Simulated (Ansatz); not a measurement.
Wanted: the native input for an Ansatz 0.2.0 run.

| Item | Value |
| --- | --- |
| Task | band structure |
| Functional | r2SCAN |
| Potentials or basis | Ansatz PAW |
| Cutoff | 500 eV (not typed: the program's choice for these potentials) |
| k mesh | 6 × 6 × 6 |
| Occupations | fermi-dirac, width 0.05 eV |
| Spin | spin-orbit coupling, no magnetisation |
| Path | [["G", "L", "B1"], ["B", "Z", "G", "X"], ["Q", "F", "P1", "Z"], ["L", "P"]] |
| Points for each segment of the path | 14 |

Sb:

```xyz
2
Lattice="2.1542 1.2437 3.7580 -2.1542 1.2437 3.7580 0.0000 -2.4875 3.7580" Properties=species:S:1:pos:R:3 pbc="T T T"
Sb    0.0000    0.0000    8.6416
Sb    0.0000    0.0000    2.6324
```

These files were run (other wordings do the same):

input.yaml

```yaml
crystal:
  lattice:
    - [2.1542, 1.2437279499, 3.758]
    - [-2.1542, 1.2437279499, 3.758]
    - [0.0, -2.4874558998, 3.758]
  atoms:
    - { symbol: Sb, position: [0.76651, 0.76651, 0.76651] }
    - { symbol: Sb, position: [0.23349, 0.23349, 0.23349] }
hamiltonian:
  xc: r2scan
  pseudopotentials: { kind: paw_fr }
magnetization:
  noncollinear: true
  spin_orbit: true
kpoints:
  mp_grid: { grid: [6, 6, 6] }
  band_path:
    path:
      - [[0.0, 0.0, 0.0], [0.5, 0.0, 0.0], [0.5, 0.2396873643, -0.2396873643]]
      - [[0.7603126357, 0.5, 0.2396873643], [0.5, 0.5, 0.5], [0.0, 0.0, 0.0], [0.3698436821, 0.0, -0.3698436821]]
      - [[0.6301563179, 0.3698436821, 0.0], [0.5, 0.5, 0.0], [0.6301563179, 0.6301563179, 0.2396873643], [0.5, 0.5, 0.5]]
      - [[0.5, 0.0, 0.0], [0.7603126357, 0.3698436821, 0.3698436821]]
    npoints: 14
scf:
  occupations: { method: fermi_dirac, width: 0.05 }
  n_extra_bands: 6
output:
  forces: true
  stress: true
  eigenvalues: true
  fatbands: true
  write_density: true
  write_potential: true
  elf: true
  volumetric_format: npy
```

Potentials or basis: Ansatz PAW.

Run with:

```bash
$ ansatz run input.yaml --threads 2 --pin off --max-ram 5632MiB --backend cpu --events-out ev --progress --plain --runs-dir out
```

It gave:

- Pressure: 1.8 GPa
- Largest force: 0.098 eV/Å
- Band gap on the k mesh: none (metal or under the smearing width)

Caveat: the PAW data sets come from PBE, with cores solved anew for the run's functional, which leaves a small shift of forces and pressure.

Wall time 86 s on 2 threads of Intel(R) Xeon(R) Processor @ 2.70GHz (shared host), peak memory 0.82 GiB.
